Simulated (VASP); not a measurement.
**AlN in VASP 6.6.1, single-point calculation**

INCAR

```
METAGGA = R2SCAN
LASPH = .TRUE.
SIGMA = 0.01
ISMEAR = 0
PREC = Accurate
LCHARG = .FALSE.
ISIF = 2
ENCUT = 520
NBANDS = 11
NELM = 120
ISYM = -1
NSW = 0
LWAVE = .FALSE.
IBRION = -1
LREAL = .FALSE.
EDIFF = 1E-7
ALGO = Normal
```

KPOINTS

```
KPOINTS created by Atomic Simulation Environment
0
Monkhorst-Pack
4 4 4
0 0 0
```

POSCAR

```
Al N
 1.0000000000000000
     0.0000000000000000    2.2571958303000002    2.2571958303000002
     2.2571958303000002    0.0000000000000000    2.2571958303000002
     2.2571958303000002    2.2571958303000002    0.0000000000000000
 Al  N
   1   1
Cartesian
  0.0000000000000000  0.0000000000000000  0.0000000000000000
  1.1285979151500001  1.1285979151500001  1.1285979151500001
```

The recommended PBE PAW datasets give the neutral cell 8 valence electrons.

Command

```
mpirun -np 1 vasp_std
```

OSZICAR

```
N       E                     dE             d eps       ncg     rms          rms(c)
DAV:   1     0.630127757591E+01    0.63013E+01   -0.39801E+03  1440   0.625E+02
DAV:   2    -0.222267694593E+02   -0.28528E+02   -0.27003E+02  1702   0.137E+02
DAV:   3    -0.233006475722E+02   -0.10739E+01   -0.10724E+01  1720   0.256E+01
DAV:   4    -0.233066889348E+02   -0.60414E-02   -0.60409E-02  1618   0.213E+00
DAV:   5    -0.233067693655E+02   -0.80431E-04   -0.80430E-04  1705   0.240E-01    0.835E+00
DAV:   6    -0.189052338498E+02    0.44015E+01   -0.90375E+00  1612   0.144E+01    0.334E+00
DAV:   7    -0.190332114698E+02   -0.12798E+00   -0.32590E-01  1639   0.407E+00    0.224E+00
DAV:   8    -0.190557538760E+02   -0.22542E-01   -0.52595E-02  1438   0.201E+00    0.685E-01
DAV:   9    -0.190532288002E+02    0.25251E-02   -0.85427E-03  1669   0.568E-01    0.164E-01
DAV:  10    -0.190533041544E+02   -0.75354E-04   -0.63823E-04  1570   0.169E-01    0.534E-02
DAV:  11    -0.190533025666E+02    0.15878E-05   -0.16342E-04  1603   0.828E-02    0.127E-02
DAV:  12    -0.190533002280E+02    0.23386E-05   -0.88684E-06  1585   0.193E-02    0.983E-03
DAV:  13    -0.190532981067E+02    0.21213E-05   -0.47726E-07  1642   0.495E-03    0.257E-03
DAV:  14    -0.190532977868E+02    0.31989E-06   -0.27922E-08   812   0.136E-03    0.108E-03
DAV:  15    -0.190532977435E+02    0.43296E-07   -0.16285E-08   803   0.891E-04
   1 F= -.19053298E+02 E0= -.19053298E+02  d E =-.290253E-21
```

Standard output (part)

```
POSCAR found type information on POSCAR AlN
 POSCAR found :  2 types and       2 ions
 LDA part: xc-table for (None), standard interpolation
 POSCAR, INCAR and KPOINTS ok, starting setup
 WAVECAR not read
 entering main loop
```

From OUTCAR

```
k-points           NKPTS =     64   k-points in BZ     NKDIM =     64   number of bands    NBANDS=     11

   NELECT =       8.0000    total number of electrons

   dimension x,y,z NGX =    24 NGY =   24 NGZ =   24
   dimension x,y,z NGXF=    48 NGYF=   48 NGZF=   48

  energy-cutoff  :      520.00
  volume of cell :       23.00
      direct lattice vectors                 reciprocal lattice vectors
     0.000000000  2.257195830  2.257195830    -0.221513789  0.221513789  0.221513789
     2.257195830  0.000000000  2.257195830     0.221513789 -0.221513789  0.221513789
     2.257195830  2.257195830  0.000000000     0.221513789  0.221513789 -0.221513789

 k-points in reciprocal lattice and weights: KPOINTS created by Atomic Simulation Env
   0.12500000  0.12500000  0.12500000       0.016
   0.37500000  0.12500000  0.12500000       0.016
  -0.37500000  0.12500000  0.12500000       0.016
  -0.12500000  0.12500000  0.12500000       0.016
   0.12500000  0.37500000  0.12500000       0.016
   0.37500000  0.37500000  0.12500000       0.016
  -0.37500000  0.37500000  0.12500000       0.016
  -0.12500000  0.37500000  0.12500000       0.016
   ...

 E-fermi :   4.7952

 k-point     1 :       0.1250    0.1250    0.1250
  band No.  band energies     occupation
      1     -10.1807      2.00000
      2       3.6547      2.00000
      3       4.7307      2.00000
      4       4.7307      2.00000
      5       9.7772      0.00000
      6      16.7896      0.00000
      7      17.5115      0.00000
      8      17.5115      0.00000
      9      21.1140      0.00000
     10      21.1140      0.00000
     11      23.0163      0.00000

 k-point     2 :       0.3750    0.1250    0.1250
  band No.  band energies     occupation
      1      -9.2713      2.00000
      2       1.0876      2.00000
      3       3.6809      2.00000
      4       4.5769      2.00000
      5      12.0439      0.00000
      6      15.0830      0.00000
      7      16.5258      0.00000
      8      17.1358      0.00000
      9      20.3100      0.00000
     10      22.7733      0.00000
     11      24.4679      0.00000

 k-point     3 :      -0.3750    0.1250    0.1250
  band No.  band energies     occupation
      1      -8.5816      2.00000
      2      -0.3847      2.00000
      3       3.6891      2.00000
      4       4.1216      2.00000
      5      12.5624      0.00000
      6      13.8121      0.00000
      7      16.7462      0.00000
      8      16.8375      0.00000
      9      22.2836      0.00000
     10      24.5715      0.00000
     11      25.0106      0.00000

 k-point     4 :      -0.1250    0.1250    0.1250
  band No.  band energies     occupation
      1      -9.6847      2.00000
      2       2.2282      2.00000
      3       4.2486      2.00000
      4       4.3262      2.00000
      5      11.1273      0.00000
      6      15.7014      0.00000
      7      16.7707      0.00000
      8      17.9239      0.00000
      9      19.1102      0.00000
     10      22.9168      0.00000
     11      24.2363      0.00000

 k-point     5 :       0.1250    0.3750    0.1250
  band No.  band energies     occupation
      1      -9.2713      2.00000
      2       1.0876      2.00000
      3       3.6809      2.00000
      4       4.5769      2.00000
      5      12.0439      0.00000
      6      15.0830      0.00000
      7      16.5258      0.00000
      8      17.1358      0.00000
      9      20.3100      0.00000
     10      22.7733      0.00000
     11      24.4679      0.00000

 ...

  Total       -2.4953708     -2.4953708     -2.4953709     -0.0291634     -0.0291633     -0.0291633
  in kB     -173.8232896   -173.8232888   -173.8232909     -2.0314727     -2.0314645     -2.0314664
  external PRESSURE =    -173.8232898 kB  Pullay stress =       0.0000000 kB

 POSITION                                       TOTAL-FORCE (eV/Angst)
 -----------------------------------------------------------------------------------
      0.00000      0.00000      0.00000        -0.015129     -0.015129     -0.015129
      1.12860      1.12860      1.12860         0.015129      0.015129      0.015129
 -----------------------------------------------------------------------------------
    total drift:                                0.000048      0.000048      0.000048

  FREE ENERGIE OF THE ION-ELECTRON SYSTEM (eV)
  ---------------------------------------------------
  free  energy   TOTEN  =       -19.0532977435 eV

  energy  without entropy=      -19.0532977435  energy(sigma->0) =      -19.05329774
```

It converged. Results: gap between bands v and c on the k mesh 4.71 eV; least direct gap on the k mesh 5.05 eV; pressure -17.4 GPa; largest force 0.03 eV/Å. Band v is the last that the valence electrons fill when counted band by band, and c is the next.

These settings aren't sound, so the numbers aren't properties of the crystal. The shifted mesh misses Γ, so a band edge there is missed.

On sound settings r²SCAN gives a gap of 3.85 eV on its mesh and a pressure of -17.4 GPa for the intended cell.

The run took about 17 s on one core of a shared host (Intel Xeon 6975P-C) and held 0.14 GiB at most.
